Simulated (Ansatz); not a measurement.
# MoS2: energy and pressure over a range of volumes

One table from this session's results is given with a row withheld; the runs are named, their logs left out.

Method: DFT PBE, scalar-relativistic, in Ansatz 0.2.0.

1 further run of the same task is left out (set aside as unsound or not needed).

## The system as given

The structure is tetragonal, space group P4_2/mnm (No. 136). The conventional cell has a = 5.874 Å, b = 5.874 Å, c = 3.232 Å, α = 90.00°, β = 90.00°, γ = 90.00°. Mo (site symmetry mmm) is surrounded by 6 S at 2.38 to 2.40 Å. S (site symmetry m2m) has 3 Mo at 2.38 to 2.40 Å as nearest neighbours.

Structure file:

```cif
data_structure
_symmetry_space_group_name_H-M 'P 1'
_symmetry_Int_Tables_number 1
_cell_length_a 5.8742
_cell_length_b 5.8742
_cell_length_c 3.2322
_cell_angle_alpha 90.000
_cell_angle_beta 90.000
_cell_angle_gamma 90.000
_cell_volume 111.53
loop_
_atom_site_label
_atom_site_type_symbol
_atom_site_fract_x
_atom_site_fract_y
_atom_site_fract_z
_atom_site_occupancy
Mo1 Mo 0.00000 0.00000 0.00000 1
Mo2 Mo 0.50000 0.50000 0.50000 1
S1 S 0.28701 0.28701 0.00000 1
S2 S 0.71299 0.71299 0.00000 1
S3 S 0.78701 0.21299 0.50000 1
S4 S 0.21299 0.78701 0.50000 1
```

Atoms are numbered in the order of the input: Mo1, Mo2, S3, S4, S5, S6.

The first run:

Contents of input.yaml:

```yaml
crystal:
  lattice:
    - [5.7553207414, 0.0, 0.0]
    - [0.0, 5.7553207414, 0.0]
    - [0.0, 0.0, 3.1667370304]
  atoms:
    - { symbol: Mo, position: [0.0, 0.0, 0.0] }
    - { symbol: Mo, position: [0.5, 0.5, 0.5] }
    - { symbol: S, position: [0.2870085415, 0.2870085415, 0.0] }
    - { symbol: S, position: [0.7129914585, 0.7129914585, 0.0] }
    - { symbol: S, position: [0.7870085415, 0.2129914585, 0.5] }
    - { symbol: S, position: [0.2129914585, 0.7870085415, 0.5] }
kpoints:
  mp_grid: { grid: [6, 6, 10] }
scf:
  occupations: { method: fermi_dirac, width: 0.03 }
hamiltonian:
  xc: pbe
  pseudopotentials: { kind: all_electron, lapw: { basis_error: 0.001 } }
output:
  forces: true
  stress: true
  eigenvalues: true
```

Steps of the session up to this table: Volume × 0.9405, LAPW; Volume × 0.9405, PAW; Volume × 0.9405, crystal datasets; Volume × 0.98, LAPW; Volume × 0.98, PAW; Volume × 1.02, LAPW; Volume × 1.02, PAW; Volume × 1.06, LAPW; Volume × 1.06, PAW; Volume × 1.06, crystal datasets.

One table of the session follows, with a row left open; its other results are not shown here.

| method | volume (Å³/atom) | F above the lowest (meV/atom) | largest force (eV/Å) |
| --- | --- | --- | --- |
| LAPW | 17.482 | 28.5 | 0.303 |
| LAPW | 18.217 | 0.4 | 0.095 |
| LAPW | 18.960 | 0.0 | 0.089 |
| LAPW | 19.704 | 22.3 | 0.249 |
| PAW | 17.482 | ? | ? |
| PAW | 18.217 | 0.3 | 0.095 |
| PAW | 18.960 | 0.0 | 0.089 |
| PAW | 19.704 | 22.4 | 0.249 |
| crystal datasets | 17.482 | – | 0.303 |
| crystal datasets | 19.704 | – | 0.249 |

Q: Estimate the row for PAW, 17.482 from the others.

The run gave: F above the lowest (meV/atom): 28.3; largest force (eV/Å): 0.303.

Limits of these values: Warnings in the runs' records: gradients without spin orbit, crystal datasets made.
